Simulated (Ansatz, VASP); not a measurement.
SrCl2 in VASP and in Ansatz

The input INCAR:

```
SYSTEM = SrCl2
ALGO     = Fast           ! electronic algorithm
EDIFF    = 1E-6           ! SCF threshold, eV
ENCUT    = 520            ! plane-wave cutoff, eV
GGA      = PE             ! functional
ISIF     = 2              ! what is computed and relaxed
ISMEAR   = -1             ! smearing method
LASPH    = .TRUE.         ! aspherical terms in the spheres
LCHARG   = .TRUE.         ! write CHGCAR
LELF     = .TRUE.         ! ELF
LREAL    = .FALSE.        ! projectors in reciprocal space
LVHAR    = .TRUE.       
LWAVE    = .FALSE.        ! write WAVECAR
NBANDS   = 19             ! bands
NELM     = 100            ! most SCF steps
PREC     = Accurate       ! precision mode
SIGMA    = 0.02           ! smearing width, eV
```

KPOINTS

```
k-points
0
G
  6 6 6
  0 0 0
```

POSCAR

```
SrCl2
1.0
    4.4072489055      0.0000000000      0.0000000000
   -2.2036244528      3.8167895130      0.0000000000
    0.0000000000      0.0000000000      5.7717814611
Sr Cl
1 2
Direct
    0.0000000000      0.0000000000      0.0000000000
    0.3333333333      0.6666666667      0.2428889105
    0.6666666667      0.3333333333      0.7571110895
```

Input for Ansatz:

```yaml
crystal:
  lattice:
    - [4.4072489055, 0.0, 0.0]
    - [-2.2036244528, 3.816789513, 0.0]
    - [0.0, 0.0, 5.7717814611]
  atoms:
    - { symbol: Sr, position: [0.0, 0.0, 0.0] }
    - { symbol: Cl, position: [0.3333333333, 0.6666666667, 0.2428889105] }
    - { symbol: Cl, position: [0.6666666667, 0.3333333333, 0.7571110895] }
kpoints:
  mp_grid: { grid: [6, 6, 6] }
  band_path:
    path:
      - [0.0, 0.0, 0.0]
      - [0.5, 0.0, 0.0]
      - [0.3333333333, 0.3333333333, 0.0]
      - [0.0, 0.0, 0.5]
      - [0.5, 0.0, 0.5]
      - [0.3333333333, 0.3333333333, 0.5]
    npoints: 1
hamiltonian:
  xc: pbe
scf:
  occupations: { method: fermi_dirac, width: 0.02 }
  n_extra_bands: 4
output:
  forces: true
  stress: true
  eigenvalues: true
```

Change from the starting cell: uniaxial_z strain +3.1%.

Alike in both runs: task single point; functional PBE; k mesh 6 × 6 × 6; occupations fermi-dirac, width 0.02 eV; no spin polarisation.

|  | VASP | Ansatz |
| --- | --- | --- |
| version | VASP 6.6.1 | Ansatz 0.2.0 |
| potentials or method | VASP PAW PBE potentials, release 64 (Sr_sv, Cl) | plane waves, PAW |
| plane-wave cutoff (eV) | 520 | 420 |
| valence electrons in the cell | 24 | 24 |

|  | VASP | Ansatz | Ansatz less VASP |
| --- | --- | --- | --- |
| gap on the k mesh at the Fermi level (eV) | 5.20 | 5.21 | +0.004 |
| pressure (GPa) | 1.0 | 0.9 | -0.08 |
| largest component of the traceless stress (GPa) | 0.08 | 0.05 | -0.030 |
| rms of the force components (eV/Å) | 0.012 | 0.002 | -0.0098 |

Atom by atom the forces differ by 0.010 eV/Å (rms over components).

A k mesh can miss the band edges.
